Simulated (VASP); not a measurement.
Write the native input for VASP 6.6.1 that does the following.

```yaml
Task: work function
Functional: PBE
Potentials_or_basis: VASP PAW PBE potentials, release 64 (Ru_pv)
Cutoff: 520 eV
k_mesh: 14 × 14 × 1
Occupations: methfessel-paxton, width 0.1 eV
Spin: no spin polarisation
Dipole_correction: yes
Further_INCAR_settings: ALGO = Normal; EDIFF = 1e-06
```

The structure of Ru lies in POSCAR:

```
Ru                                      
1.0
    2.7193470000      0.0000000000      0.0000000000
   -1.3596735000      2.3550235400      0.0000000000
    0.0000000000      0.0000000000     27.8262814600
  Ru            
     4
Selective dynamics
Direct
     0.3333330000000032    0.6666669999999968    0.3842003199999979   F   F   F
     0.6666669999999968    0.3333330000000032    0.4587132220928041   T   T   T
     0.3333330000000032    0.6666669999999968    0.5363981389483105   T   T   T
     0.6666669999999968    0.3333330000000032    0.6109165379328453   T   T   T
```

The cell was built by a generator and needn't be a form met in nature.

The input as run:

INCAR

```
SYSTEM = Ru
PREC = Accurate
ENCUT = 520
EDIFF = 1E-6
ISMEAR = 1
SIGMA = 0.1
LREAL = .False.
LASPH = .True.
NELM = 100
ALGO = Normal
ISIF = 2
LWAVE = .False.
LCHARG = .True.
LDIPOL = .True.
IDIPOL = 3
DIPOL = 0.5 0.5 0.500
GGA = PE
LELF = .True.
LVHAR = .True.
LVACPOTAV = .True.
```

KPOINTS

```
regular mesh
0
Gamma
  14 14 1
  0 0 0
```

Potentials or basis: VASP PAW PBE potentials, release 64 (Ru_pv).

Launch:

```sh
$ cat potpaw_PBE.64/Ru_pv/POTCAR > POTCAR
$ mpirun -np 1 vasp_std > vasp.out
```

It gave:

* Largest force: 0.004 eV/Å
* Band gap on the k mesh: none (metal or under the smearing width)
* Work function of the upper face: 5.03 eV
* Work function of the lower face: 5.03 eV

It took 4.9 min on 1 thread of AMD EPYC 7R43 64-Core Processor (Zen 3), on a shared host, peak memory 0.28 GiB.
